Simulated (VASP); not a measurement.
Wanted: the native input for a VASP 6.6.1 run.

- Task: relaxation of cell and atoms
- Functional: PBEsol
- Potentials or basis: VASP PAW PBE potentials, release 64 (Hg, Te)
- Cutoff: 600 eV
- k mesh: 10 × 10 × 10
- Occupations: gaussian, width 0.03 eV
- Spin: no spin polarisation
- Further INCAR settings: ALGO = Normal; EDIFF = 1e-06; IBRION = 2; EDIFFG = -0.01; NSW = 90; ISIF = 3

The structure of HgTe (Coloradoite) lies in POSCAR:

```
HgTe
1.0
    0.0000000000      3.2145000000      3.2145000000
    3.2145000000      0.0000000000      3.2145000000
    3.2145000000      3.2145000000      0.0000000000
Hg Te
1 1
Direct
    0.0000000000      0.0000000000      0.0000000000
    0.2500000000      0.2500000000      0.2500000000
```

These files were run (other wordings do the same):

INCAR

```
SYSTEM = HgTe
  PREC = Accurate
  ENCUT = 600
  EDIFF = 1E-6
  ISMEAR = 0
  SIGMA = 0.03
  LREAL = .False.
  LASPH = .True.
  NELM = 80
  ALGO = Normal
  ISIF = 3
  LWAVE = .False.
  LCHARG = .False.
  GGA = PS
  IBRION = 2
  NSW = 90
  EDIFFG = -0.01
```

KPOINTS

```
regular mesh
0
Gamma
  10 10 10
  0 0 0
```

Potentials or basis: VASP PAW PBE potentials, release 64 (Hg, Te).

The run is started by

```console
$ cat potpaw_PBE.64/Hg/POTCAR potpaw_PBE.64/Te/POTCAR > POTCAR
$ mpirun -np 1 vasp_std > vasp.out
```

Results of the run:

| Item | Value |
| --- | --- |
| Relaxed volume | 34.58 Å³/atom |
| Relaxed cell | a = 4.608 Å, b = 4.608 Å, c = 4.608 Å, α = 60.00°, β = 60.00°, γ = 60.00° |
| Space group after relaxing (to 0.05 Å) | F-43m (No. 216) |
| Energy gained by relaxing | 7.7 meV/atom |
| Ionic steps | 3 |
| Pressure after relaxing | 0.0 GPa |
| Band gap on the k mesh | none (metal or under the smearing width) |

Caveat: the PAW data sets were made with another functional, which shifts forces and pressure a little.

It took 51 s on 1 thread of Intel(R) Xeon(R) Platinum 8488C (Sapphire Rapids) (shared host), peak memory 0.24 GiB.
